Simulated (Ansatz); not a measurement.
# PbSe: the change of pressure with volume per atom

Periodic Kohn-Sham DFT of a crystal at fixed atoms; pressure and stress are positive in compression; the energy is the free energy less that of spherical unpolarised free atoms; site moments are those in the method's own spheres, positive along +z. The results are calculated, by Ansatz 0.2.0.

Cell of the first row (space group Fm-3m, No. 225):
```
CELL_PARAMETERS angstrom
0.00000 3.01020 3.01020
3.01020 0.00000 3.01020
3.01020 3.01020 0.00000
ATOMIC_POSITIONS crystal
Pb 0.00000 0.00000 0.00000
Se 0.50000 0.50000 0.50000
```

Settings of every row: method frozen-core PAW; functional PBE; relativity scalar; k mesh 7x7x7; filling fermi-dirac; smearing width 0.02 eV; wave cutoff 420 eV; paw set soft_2.

Atom start moment: 0 on all atoms.

Limits: no spin-orbit coupling on heavy atoms.

Limits of some rows: small gap, it may come from the mesh (row 3).

| row | volume per atom (Å³) | pressure (GPa) |
| --- | --- | --- |
| 1 | 27.277 | 5.506 |
| 2 | 27.995 | 3.796 |
| 3 | 28.713 | ? |
| 4 | 29.431 | 0.974 |
| 5 | 30.149 | -0.187 |

Question: what pressure should row 3 give?

Worked fit of pressure. Take u = (V_r/V)^(2/3) − 1 with V_r = 28.713 Å³ an atom, which is twice the finite (Eulerian) strain; such expansions in the strain, on which the Birch-Murnaghan equation of state is built, carry the rest volume and the bulk modulus. The shown rows have u = 0.0348, 0.01703, -0.01633, -0.03201. Least squares give pressure = 2.2935 + 84.561 × u + 221.93 × u² GPa; a straight line predicts inner rows, each left out in turn, worse (root mean square 0.14 against 0.0052 GPa). The rows lie off it by 0.001, -0.002, 0.002, -0.001. The pressure vanishes at u = -0.0294, or V = 30.03 Å³ an atom, and there the bulk modulus at fixed shape and fractions is B = −V dP/dV = (2/3)(1 + u) dP/du = 46.3 GPa. The withheld row has u = 0, so the fit gives 2.2935 + 84.561 × (0) + 221.93 × (0)² = 2.293 GPa.

The calculation gave 2.294 GPa. The fit lies 0.001 GPa (0.018 % of the column's range) below it, one unit of the last digit.
